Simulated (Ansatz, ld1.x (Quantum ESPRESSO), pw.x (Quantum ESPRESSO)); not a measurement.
## pw.x on bcc Sb: one setting changed

Potential: norm-conserving Troullier–Martins (Kleinman–Bylander form), ld1.x (Quantum ESPRESSO) 7.5, PBE; core [Kr], reference 4d10 5s2 5p3; waves: 5s (bound): rc 2.05 bohr; 5p (bound): rc 2.10 bohr; 4d (bound): rc 1.55 bohr; local part: all-electron potential smoothed inside 2.10 bohr (lloc = -1); core correction: none.

The reference run (k-mesh 12³, cutoffs 170/680 Ry, Fermi–Dirac 0.01 Ry, mixing_beta 0.4, conv_thr 1e-9, no spin) gives 0.60 GPa at 27.282 Å³/atom, where all-electron LAPW gives -0.06 GPa. This run, with its own iteration cap, changes mixing_beta to 1.8, a wrong or extreme entry chosen on purpose.

```
&control
  calculation='scf', prefix='x', pseudo_dir='./', outdir='./tmp', tstress=.true., disk_io='none'
/
&system
  ibrav=0, nat=1, ntyp=1, ecutwfc=170, ecutrho=680, nbnd=15,
  occupations='smearing', smearing='fd', degauss=0.01
/
&electrons
  conv_thr=1e-09, mixing_beta=1.8, electron_maxstep=70
/
ATOMIC_SPECIES
Sb 1.0 Sb.UPF
CELL_PARAMETERS angstrom
  -1.89643839 1.89643839 1.89643839
  1.89643839 -1.89643839 1.89643839
  1.89643839 1.89643839 -1.89643839
ATOMIC_POSITIONS crystal
Sb 0.0000 0.0000 0.0000
K_POINTS automatic
12 12 12 0 0 0
```

```bash
pw.x < Sb.scf.in > Sb.scf.out
```

Problem. How does the run end?

Solution. It converges in 6 iterations; the free energy moves by +0.0 meV/atom and the pressure by +0.00 GPa. The result is that of the reference run.

```
Message from routine setup:
     using ibrav=0 with symmetry is DISCOURAGED, use correct ibrav instead
     lattice parameter (alat)  =       6.2072  a.u.
     unit-cell volume          =     184.1081 (a.u.)^3
     number of electrons       =        15.00
     number of Kohn-Sham states=           15
     kinetic-energy cutoff     =     170.0000  Ry
     charge density cutoff     =     680.0000  Ry
     scf convergence threshold =      1.0E-09
     Exchange-correlation= PBE
     number of k points=    72  Fermi-Dirac smearing, width (Ry)=  0.0100
     iteration #  1     ecut=   170.00 Ry     beta= 1.80
     total energy              =    -160.64920092 Ry
     estimated scf accuracy    <       0.00211785 Ry
     iteration #  2     ecut=   170.00 Ry     beta= 1.80
     total energy              =    -160.64792914 Ry
     estimated scf accuracy    <       0.00467338 Ry
     iteration #  3     ecut=   170.00 Ry     beta= 1.80
     total energy              =    -160.64896665 Ry
     estimated scf accuracy    <       0.00018948 Ry
     iteration #  4     ecut=   170.00 Ry     beta= 1.80
     total energy              =    -160.64899787 Ry
     estimated scf accuracy    <       0.00000088 Ry
     iteration #  5     ecut=   170.00 Ry     beta= 1.80
     total energy              =    -160.64899801 Ry
     estimated scf accuracy    <          2.3E-09 Ry
     iteration #  6     ecut=   170.00 Ry     beta= 1.80
     the Fermi energy is    11.7797 ev
!    total energy              =    -160.64899801 Ry
     estimated scf accuracy    <          2.5E-10 Ry
     smearing contrib. (-TS)   =      -0.00235187 Ry
     The total energy is F=E-TS. E is the sum of the following terms:
     one-electron contribution =     -69.56891460 Ry
     hartree contribution      =      41.47582826 Ry
     xc contribution           =     -18.31181359 Ry
     ewald contribution        =    -114.24174621 Ry
     convergence has been achieved in   6 iterations
          total   stress  (Ry/bohr**3)                   (kbar)     P=        6.06
     Message from routine punch:
     Nothing written, as per user request (disk_io='none')
```

The run took about 3.9 min on one core of a shared host (Neoverse-N1, 64 threads, 124 GiB, load 57).
